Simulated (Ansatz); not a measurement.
# HfC (Imm2) in Ansatz: a series of runs, part 2 of 2

Ansatz 0.2.0. The steps go on from the part before.

## 4. Relaxation of cell and atoms, LDA

Contents of input.yaml:

```yaml
crystal:
  lattice:
    - [-1.39667323, 2.49718051, 1.84733673]
    - [1.39667323, -2.49718051, 1.84733673]
    - [1.39667323, 2.49718051, -1.84733673]
  atoms:
    - { symbol: Hf, position: [0.98471183, 0.98471183, 0.0] }
    - { symbol: C, position: [0.67945483, 0.17945483, 0.5] }
hamiltonian:
  xc: lda
  pseudopotentials: { kind: paw }
kpoints:
  mp_grid: { grid: [12, 12, 12] }
scf:
  occupations: { method: fermi_dirac, width: 0.05 }
output:
  forces: true
  stress: true
  eigenvalues: true
relax:
  f_tol: 0.01
  max_steps: 40
  cell: { stress_tol: 0.05 }
```

Potentials or basis: Ansatz PAW.

The run is started by

```
$ ansatz run input.yaml --threads 2 --pin off --max-ram 5632MiB --backend cpu --events-out ev --progress --plain --runs-dir out
```

The log of the run:

```text
Warning: RAYON_NUM_THREADS=2 ignored (pool sized by the plan → 2); use --threads N
Engine: ansatz 0.2.0, x86_64-unknown-linux-gnu
Pseudopotentials: kind: paw
Pseudopotential: Hf, paw, valence charge 26, recommended cutoff 420 eV (normal), Hf.paw.azcp
Pseudopotential: C, paw, valence charge 4, recommended cutoff 420 eV (normal), C.paw.azcp
Functional definition: SPW92
  exchange = slater_x
  correlation = pw_c
Crystal: 2 atoms, lattice volume = 25.772 Å³
Basis set: ecut = 420 eV, 515 PW (Γ)
Bands: 19, of which v1, the nominal top of the filled ones, is band 15 counted from 1 (14 counted from 0)
Symmetry: 4 space group operations
Space group: Imm2 (ITA 44), of the structure as read, at distance tolerance 3.0e-5 Å
k-points: 280 of 1728 (time reversal used)
Non-local potential: Hf, projectors of the file, l = 0: 3, l = 1: 2, l = 2: 2, l = 3: 3
Non-local potential: C, projectors of the file, l = 0: 2, l = 1: 2, l = 2: 1
PAW form: soft (Blöchl's): semilocal exchange-correlation on the pseudo side does not see the compensation charge
PAW frozen core: Hf, regenerated for the run's functional, and the local potential with it (the file was generated under x = pbe(κ = 0.804, μ = 0.2195149727645171), c = pbe(β = 0.06672455060314922))
PAW frozen core: C, regenerated for the run's functional, and the local potential with it (the file was generated under x = pbe(κ = 0.804, μ = 0.2195149727645171), c = pbe(β = 0.06672455060314922))
PAW one-centre angular grid: Hf, 590 points (default); XC on 64 Gauss nodes
PAW one-centre angular grid: C, 110 points (default); XC on 64 Gauss nodes
Initial density: superposition of atomic densities (neutral atoms: chi_scale 0, normalization atom), corrected by the library's trained network
[... 139 lines left out ...]
  E_paw        = -6778.168471  (= ΣΔE_a)
  E_vpaw       = 1405.374063  (= ΣTr[D̂ρ^β])
  E_aug_tail   = 0.000007  (compensation charges beyond the density's cutoff)
  E_ewald      = -5351.950520
  E_core_change = 2.520075  (= ΣΔE_core)
  E_smearing   = -0.002631  (= −TS)
  E_closure    = -0.000000  (closes the sum)
  Σ components = -15721.878404   (vs F -15721.878404, Δ=0.00e0)
--- Forces (eV/Å), atoms counted from 1 ---
  atom   1  Hf     0.00000000     0.00000000     0.00002049
  atom   2  C     -0.00000000     0.00000000    -0.00002076
  max |Σ_I F_I| component: 2.67e-7 eV/Å
--- Stress (GPa, compression-positive) ---
        0.012128       0.000000      -0.000000
        0.000000       0.004283      -0.000000
       -0.000000      -0.000000      -0.006089
  P = ⅓ Tr σ = 0.0034 GPa (0.034 kbar)
--- Band table (eV; the first three rows and the last of 280) ---
  k-point 0: bands = ["-40.0124", "-8.4576", "-8.4576", "-8.4576", "8.4540", "9.9807", "9.9847", "9.9847", "9.9847", "10.0843", "10.0843", "10.0843", "22.0025", "22.0027", "22.0028", "22.1727", "22.1731", "22.1735", "24.3320"]
  k-point 1: bands = ["-40.0090", "-8.5168", "-8.4631", "-8.4631", "8.6395", "9.9835", "9.9881", "9.9895", "9.9895", "10.0798", "10.0798", "10.0845", "20.8078", "21.1335", "21.1338", "22.5325", "22.5329", "22.9593", "25.2173"]
  k-point 2: bands = ["-39.9995", "-8.6750", "-8.4782", "-8.4781", "9.1536", "9.9917", "10.0029", "10.0029", "10.0125", "10.0679", "10.0679", "10.0850", "19.3272", "19.9984", "19.9987", "23.0976", "23.0980", "23.4913", "26.8873"]
  k-point 279: bands = ["-39.9430", "-9.1764", "-8.7383", "-8.7382", "10.0168", "10.0168", "10.0196", "10.0506", "10.0533", "10.0549", "10.0549", "10.3905", "18.3939", "18.8644", "20.9129", "20.9134", "26.3866", "27.8758", "27.8758"]
--- Relaxed structure (9 steps of the walk, 9 accepted, 2 SCFs on fresh bases) ---
  F+E_penalty+E_count = -15721.87840435 eV   max|allowed force component| = 2.062e-5 eV/Å   (the final SCF, on the basis selected at the relaxed cell)
  cell:  # Å, volume = 23.9096 Å³
    - [-1.6167953971687108, 2.286545043415691, 1.616876794131057]
    - [1.6167953971687108, -2.286545043415691, 1.616876794131057]
    - [1.6167953971687108, 2.286545043415691, -1.616876794131057]
  atoms:
    - { symbol: Hf, position: [1.0820829520626083, 1.0820829520626083, 0.0] }
    - { symbol: C, position: [0.5820837079373914, 0.08208370793739156, 0.4999999999999999] }
```

It took 95 s on 2 threads of Intel Xeon at 2.70GHz, shared host; peak memory 0.51 GiB.

What came out:

* Free energy: -15721.8784 eV
* Relaxed volume: 11.95 Å³/atom
* Relaxed cell: a = 3.234 Å, b = 3.234 Å, c = 3.234 Å, α = 120.00°, β = 90.00°, γ = 120.00°
* Space group after relaxing (to 0.05 Å): Fm-3m (No. 225)
* Energy gained by relaxing: 2117.2 meV/atom
* Ionic steps: 11
* Pressure after relaxing: 0.0 GPa
* Band gap on the k mesh: none (metal or under the smearing width)

The path:
```csv
step,energy change (eV),largest force (eV/Å),volume (Å³)
1,0.0000,10.8944,25.77
2,-2.1898,5.2419,26.12
3,-3.4275,3.1270,24.47
4,-4.0204,1.6811,23.14
5,-4.2222,0.0027,23.87
6,-4.2233,0.0007,23.89
7,-4.2233,0.0000,23.88
8,-4.2340,0.0001,23.88
9,-4.2343,0.0003,23.91
10,-4.2343,0.0000,23.91
11,-4.2344,0.0000,23.91
```

Final structure:
```yaml
crystal:
  lattice:
    - [-1.61680, 2.28655, 1.61688]
    - [1.61680, -2.28655, 1.61688]
    - [1.61680, 2.28655, -1.61688]
  atoms:
    - { symbol: Hf, position: [0.08208, 0.08208, 0.00000] }
    - { symbol: C, position: [0.58208, 0.08208, 0.50000] }
```

Caveat: the plane-wave basis is chosen anew once the cell has moved, so the energies of steps on either side of that aren't comparable; the pressure holds a Pulay correction of +0.3 GPa for the finite cutoff; the PAW data sets come from PBE, with cores solved anew for the run's functional, which leaves a small shift of forces and pressure.

## 5. Relaxation of cell and atoms, PBEsol

Edit input.yaml of step 4 so:

```diff
@@ -9,3 +9,3 @@
 hamiltonian:
-  xc: lda
+  xc: pbesol
   pseudopotentials: { kind: paw }
```

The run is started by

```
$ ansatz run input.yaml --threads 2 --pin off --max-ram 5632MiB --backend cpu --events-out ev --progress --plain --runs-dir out
```

It took 86 s on 2 threads of Intel Xeon at 2.70GHz, shared host; peak memory 0.51 GiB.

The run converged. Its results:

* Free energy: -15846.7072 eV
* Relaxed volume: 12.22 Å³/atom
* Relaxed cell: a = 3.258 Å, b = 3.258 Å, c = 3.258 Å, α = 120.01°, β = 90.00°, γ = 119.99°
* Space group after relaxing (to 0.05 Å): Fm-3m (No. 225)
* Energy gained by relaxing: 2167.9 meV/atom
* Ionic steps: 10
* Pressure after relaxing: 0.0 GPa
* Band gap on the k mesh: none (metal or under the smearing width)

The path:
```csv
step,energy change (eV),largest force (eV/Å),volume (Å³)
1,0.0000,11.2654,25.77
2,-2.2598,5.3807,26.33
3,-3.5185,3.1697,24.86
4,-4.1217,1.6592,23.56
5,-4.3229,0.0023,24.40
6,-4.3237,0.0005,24.42
7,-4.3237,0.0000,24.42
8,-4.3354,0.0001,24.42
9,-4.3358,0.0002,24.45
10,-4.3358,0.0002,24.45
```

Final structure:
```cif
data_structure
_symmetry_space_group_name_H-M 'P 1'
_symmetry_Int_Tables_number 1
_cell_length_a 3.2578
_cell_length_b 3.2578
_cell_length_c 3.2578
_cell_angle_alpha 120.006
_cell_angle_beta 89.999
_cell_angle_gamma 119.995
_cell_volume 24.45
loop_
_atom_site_label
_atom_site_type_symbol
_atom_site_fract_x
_atom_site_fract_y
_atom_site_fract_z
_atom_site_occupancy
Hf1 Hf 0.08208 0.08208 0.00000 1
C1 C 0.58209 0.08209 0.50000 1
```

Levels at points of the mesh, in eV from the Fermi level:
| k point | band 11 | band 12 | band 13 | band 14 | band 15 | band 16 | band 17 | band 18 | band 19 |
| --- | --- | --- | --- | --- | --- | --- | --- | --- | --- |
| (0.00, 0.00, 0.00) | -10.86 | -10.86 | 1.06 | 1.06 | 1.06 | 1.28 | 1.28 | 1.28 | 3.38 |
| (0.00, 0.00, -0.50) | -10.86 | -8.37 | -6.36 | -3.16 | -3.16 | 5.37 | 5.38 | 5.86 | 6.63 |
| (0.00, -0.50, 0.00) | -10.89 | -10.56 | -2.62 | -1.99 | -0.06 | -0.06 | 5.38 | 6.87 | 6.87 |
| (0.00, -0.50, -0.50) | -10.86 | -8.37 | -6.36 | -3.16 | -3.16 | 5.37 | 5.38 | 5.86 | 6.63 |
| (-0.50, -0.50, -0.50) | -10.89 | -10.56 | -2.62 | -1.99 | -0.06 | -0.06 | 5.38 | 6.87 | 6.87 |

Caveat: the plane-wave basis is chosen anew once the cell has moved, so the energies of steps on either side of that aren't comparable; the PAW data sets come from PBE, with cores solved anew for the run's functional, which leaves a small shift of forces and pressure.

## 6. Single point, PBE

Edit input.yaml of step 5 so:

```diff
@@ -9,3 +9,3 @@
 hamiltonian:
-  xc: pbesol
+  xc: pbe
   pseudopotentials: { kind: paw }
@@ -14,3 +14,3 @@
 scf:
-  occupations: { method: fermi_dirac, width: 0.05 }
+  occupations: { method: gaussian, width: 0.013 }
 output:
@@ -19,5 +19 @@
   eigenvalues: true
-relax:
-  f_tol: 0.01
-  max_steps: 40
-  cell: { stress_tol: 0.05 }
```

Potentials or basis: Ansatz PAW.

The run is started by

```
$ ansatz run input.yaml --threads 2 --pin off --max-ram 5632MiB --backend cpu --events-out ev --progress --plain --runs-dir out
```

Wall time 7.2 s (2 threads of Intel Xeon at 2.70GHz, shared host); peak memory 0.46 GiB.

Results (log left out):

| Quantity | Value |
| --- | --- |
| Free energy | -15969.7669 eV |
| Pressure | 66.7 GPa |
| Largest force | 11.484 eV/Å |
| Band gap on the k mesh | 0.38 eV, indirect (least direct gap 0.87 eV) |

Forces on the atoms (eV/Å):
```
Hf    0.000   0.000  11.484
C     0.000   0.000 -11.484
```

Stress tensor (GPa, compression positive):
```
167.10   0.00   0.00
  0.00 -23.75   0.00
  0.00   0.00  56.88
```

Levels at points of the mesh, in eV from the valence-band top:
```
              k point  band 11  band 12  band 13  band 14  band 15  band 16  band 17  band 18  band 19
   (0.00, 0.00, 0.00)   -10.78   -10.72    -4.18    -3.16    -1.30     1.94     3.82     5.08     6.36
  (0.00, 0.00, -0.50)   -10.81    -8.20    -5.68    -2.57    -2.41     3.25     4.72     5.01     6.52
  (0.00, -0.50, 0.00)   -10.82    -9.50    -4.05    -1.66    -0.09     2.09     4.10     5.22     5.70
 (0.00, -0.50, -0.50)   -10.78    -9.23    -5.80    -3.96    -1.91     3.03     4.50     5.52     6.73
(-0.50, -0.50, -0.50)   -10.81    -9.72    -5.14    -3.32    -0.82     3.18     5.62     6.70     6.87
```

Caveat: a pressure of tens of GPa on the cell as given is suspect, and the run, the potentials or the cell itself is likely at fault; the pressure holds a Pulay correction of +0.4 GPa for the finite cutoff; spin-orbit coupling is left out, which moves the levels of the heavy elements; forces of over 1 eV/Å show positions far from the minimum, so gaps and moduli don't describe the material at rest. A k mesh can miss the band edges.

## 7. Overview

```tsv
task	level	cell	smearing	gap on the mesh (eV)	pressure (GPa)	relaxed volume (Å³/atom)	largest force (eV/Å)
relaxation of cell and atoms	BLYP	relaxed	fermi-dirac 0.05 eV	none	0.0	12.98	-
single point	PBE	as given	gaussian 0.012 eV	0.38	66.7	-	11.48
relaxation of cell and atoms	LDA	relaxed	fermi-dirac 0.05 eV	none	0.0	11.95	-
relaxation of cell and atoms	PBEsol	relaxed	fermi-dirac 0.05 eV	none	0.0	12.22	-
single point	PBE	as given	gaussian 0.013 eV	0.38	66.7	-	11.48
```

Alike in all rows: potentials or basis Ansatz PAW; no spin polarisation; k mesh 12 × 12 × 12; cutoff (eV) 420.

Caveats: the plane-wave basis is chosen anew once the cell has moved, so the energies of steps on either side of that aren't comparable (some runs); the PAW data sets come from PBE, with cores solved anew for the run's functional, which leaves a small shift of forces and pressure (some runs); a pressure of tens of GPa on the cell as given is suspect, and the run, the potentials or the cell itself is likely at fault (some runs); spin-orbit coupling is left out, which moves the levels of the heavy elements (some runs); forces of over 1 eV/Å show positions far from the minimum, so gaps and moduli don't describe the material at rest (some runs).

Absolute energies hang on the potentials; compare differences alone.
